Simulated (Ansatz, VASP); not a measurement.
**Two plane-wave programs on LiCl**

```
Li Cl
1.0
     0.00000    2.58151    2.58151
     2.58151    0.00000    2.58151
     2.58151    2.58151    0.00000
Li Cl
1 1
Direct
  0.00000 0.00000 0.00000
  0.50000 0.50000 0.50000
```

Alike in both runs: task single point; functional r2SCAN; k mesh 8 × 8 × 8; occupations gaussian, width 0.02 eV; no spin polarisation.

|  | VASP | Ansatz |
| --- | --- | --- |
| version | VASP 6.6.1 | Ansatz 0.2.0 |
| potentials or method | VASP PAW PBE potentials, release 64 (Li_sv, Cl) | scalar-relativistic, plane waves, PAW |
| plane-wave cutoff (eV) | 520 | 500 |
| valence electrons in the cell | 10 | 10 |

```tsv
	VASP	Ansatz	Ansatz less VASP
gap on the k mesh at the Fermi level (eV)	7.17	7.11	-0.066
least direct gap on the mesh (eV)	7.17	7.11	-0.066
```

The functional is the same, so the differences come from potentials, cutoffs and numerics.

 A k mesh can miss the band edges. r2SCAN opens gaps a little over a GGA but as a rule still falls short of measured ones.
